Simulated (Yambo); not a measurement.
Here is a Yambo 5.3.0 calculation.

File hf2.in:

```
rim_cut
HF_and_locXC
RandQpts= 1000000
RandGvec= 50 RL
EXXRLvcs= 82 Ry
VXCRLvcs= 82 Ry
% QPkrange
 1 | 16 | 2 | 6 |
%
```

File scf.in:

```
&CONTROL
  calculation = 'scf'
  prefix = 'pwscf'
  outdir = './tmp'
  pseudo_dir = './pseudo'
/
&SYSTEM
  ibrav = 0
  nat = 2
  ntyp = 2
  ecutwfc = 82
  nbnd = 9
  occupations = 'smearing'
  smearing = 'fd'
  degauss = 0.00367493
  force_symmorphic = .true.
/
&ELECTRONS
  conv_thr = 4d-10
  electron_maxstep = 120
  mixing_beta = 0.5
/
ATOMIC_SPECIES
Si    28.0850 Si.upf
C     12.0110 C.upf
CELL_PARAMETERS angstrom
   0.0000000000    2.1790000000    2.1790000000
   2.1790000000    0.0000000000    2.1790000000
   2.1790000000    2.1790000000    0.0000000000
ATOMIC_POSITIONS crystal
Si     0.0000000000    0.0000000000    0.0000000000
C      0.7500000000    0.7500000000    0.7500000000
K_POINTS automatic
10 10 10 0 0 0
```

File nscf.in:

```
&CONTROL
  calculation = 'nscf'
  prefix = 'pwscf'
  outdir = './tmp'
  pseudo_dir = './pseudo'
/
&SYSTEM
  ibrav = 0
  nat = 2
  ntyp = 2
  ecutwfc = 82
  nbnd = 154
  occupations = 'fixed'
  force_symmorphic = .true.
/
&ELECTRONS
  conv_thr = 1d-08
  diago_full_acc = .true.
  diago_thr_init = 1d-06
/
ATOMIC_SPECIES
Si    28.0850 Si.upf
C     12.0110 C.upf
CELL_PARAMETERS angstrom
   0.0000000000    2.1790000000    2.1790000000
   2.1790000000    0.0000000000    2.1790000000
   2.1790000000    2.1790000000    0.0000000000
ATOMIC_POSITIONS crystal
Si     0.0000000000    0.0000000000    0.0000000000
C      0.7500000000    0.7500000000    0.7500000000
K_POINTS automatic
6 6 6 0 0 0
```

Potentials or basis: PseudoDojo 0.4.1 SR PBEsol standard.

Command:

```console
$ OMP_NUM_THREADS=1 pw.x -in scf.in > scf.out
$ OMP_NUM_THREADS=1 pw.x -in nscf.in > nscf.out
$ cd tmp/pwscf.save; p2y; mv SAVE ../..; cd ../..
$ OMP_NUM_THREADS=1 yambo
$ mkdir -p hf2; ln -s $PWD/g0w00/ndb.RIM hf2/
$ OMP_NUM_THREADS=1 yambo -F hf2.in -J hf2 -C hf2_out
```

(1) Predict the quasiparticle gap.

(2) Predict the least direct quasiparticle gap.

(3) What does it give for the band gap of the same states before the correction?

(4) Estimate the band gap on the k mesh, mean-field level.

(5) Estimate the quasiparticle gap at Γ.

## Answers

(1) 8.09 eV.

(2) 12.49 eV.

(3) 1.24 eV.

(4) 1.24 eV, indirect (least direct gap 4.46 eV).

(5) 14.47 eV.

**Experimental background.**

From “Insight into the structural, elastic and electronic properties of a new orthorhombic 6O-SiC polytype”, 2020, pmc:7200658, for a bulk crystal of SiC: band gap 2.4 eV (indirect).

Against the measured gap of SiC, 2.4 eV (indirect; quoted in “Insight into the structural, elastic and electronic properties of a new orthorhombic 6O-SiC polytype”, 2020, pmc:7200658), the calculated 8.09 eV is off by +5.69 eV. So large a miss can be the level of theory's own, or it may mean another phase, state or a wrong row. The value is that of Hartree-Fock on PBEsol, without temperature or zero-point motion.
